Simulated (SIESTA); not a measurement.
ZrS2 under changes of volume

One of the cells (23.763 Å³/atom); the others are scaled copies at fixed shape and fractional positions:

```xyz
3
Lattice="3.6914 0.0000 0.0000 -1.8457 3.1968 0.0000 0.0000 0.0000 6.0411" Properties=species:S:1:pos:R:3 pbc="T T T"
Zr    0.0000    0.0000    0.0000
S     0.0000    2.1312    1.4372
S     1.8457    1.0656    4.6038
```

The cell is a database's computed one.

```yaml
Program: SIESTA 5.4.2
Functional: LDA
Potentials_or_basis: PseudoDojo 0.4 standard (LDA files)
Basis: DZP (energy shift 0.003 Ry; two zetas on semicore shells)
Grid_cutoff: 800 Ry
Energy_shift: 0.003 Ry
k_mesh: 8 × 8 × 5
Occupations: fermi-dirac, width 0.05 eV
Spin: no spin polarisation
```

```tsv
volume (Å³/atom)	energy over the lowest point (meV/atom)	pressure (GPa)	gap on the mesh (eV)	largest force (eV/Å)
22.337	3.98	2.5	0.75	0.779
22.813	0.00	0.3	0.77	0.497
23.288	2.20	-1.7	0.79	0.234
23.763	?	?	?	?
24.238	22.76	-5.1	0.81	0.235
24.714	40.08	-6.5	0.82	0.446
25.189	61.46	-7.8	0.83	0.641
```

Question: What does the run at 23.763 Å³/atom give?

Answer: Energy over the lowest point 9.97 meV/atom; pressure -3.5 GPa; gap on the mesh 0.80 eV; largest force 0.009 eV/Å.

Worked out: A Birch-Murnaghan fit of order 3 (a polynomial in V^(-2/3)) to the other rows has its minimum at 22.87 Å³/atom with B0 = V·E''(V) = 99 GPa and B' = 4.0 at fixed shape and positions, which overstates the stiffness. It gives 9.97 meV/atom at 23.763 Å³/atom, against the run's 9.97, and -dE/dV = -3.5 GPa, against -3.5. A straight line through the other rows of the gap, of slope 0.644 eV per unit of ln V, gives 0.80 eV, against the run's 0.80.

Energies are extrapolated to zero smearing.

Caveats: an odd mesh through Γ misses points on the zone boundary, where band edges often lie; the basis of atomic orbitals isn't converged, which shifts pressures, moduli and gaps. Spin-orbit coupling on Zr is left out.
